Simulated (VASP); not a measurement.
Set up this calculation in VASP 6.6.1, as the native input.

| Property | Result |
| --- | --- |
| Task | relaxation of the atoms |
| Functional | PBEsol |
| Potentials or basis | VASP PAW PBE potentials, release 64 (Rh_pv) |
| Cutoff | 600 eV |
| k mesh | 16 × 16 × 16 |
| Occupations | methfessel-paxton, width 0.1 eV |
| Spin | no spin polarisation |
| Further INCAR settings | ALGO = Fast; EDIFF = 1e-07; IBRION = 2; EDIFFG = -0.01; NSW = 40 |

The structure of Rh lies in POSCAR:

```
Rh                                      
1.0
    0.0000000000      1.8897137189      1.8897137189
    1.8897137189      0.0000000000      1.8897137189
    1.8897137189      1.8897137189      0.0000000000
  Rh            
     1
Direct
     0.0000000000000000    0.0000000000000000    0.0000000000000000
```

One way to write it, as run:

INCAR

```
SYSTEM = Rh
  PREC = Accurate
  ENCUT = 600
  EDIFF = 1E-7
  ISMEAR = 1
  SIGMA = 0.1
  LREAL = .False.
  LASPH = .True.
  NELM = 80
  ALGO = Fast
  ISIF = 2
  LWAVE = .False.
  LCHARG = .False.
  GGA = PS
  IBRION = 2
  NSW = 40
  EDIFFG = -0.01
```

KPOINTS

```
regular mesh
0
Gamma
  16 16 16
  0 0 0
```

Potentials or basis: VASP PAW PBE potentials, release 64 (Rh_pv).

The run is started by

```bash
$ cat potpaw_PBE.64/Rh_pv/POTCAR > POTCAR
$ mpirun -np 1 vasp_std > vasp.out
```

It gave:

```yaml
Pressure_after_relaxing: 0.0 GPa
Band_gap_on_the_k_mesh: none (metal or under the smearing width)
```

Caveat: the relaxation stopped at its first step, so nothing moved; the PAW data sets were made with another functional, which shifts forces and pressure a little.

It took 12 s on 1 thread of Intel(R) Xeon(R) 6975P-C (Granite Rapids), with other jobs on the host, peak memory 0.16 GiB.
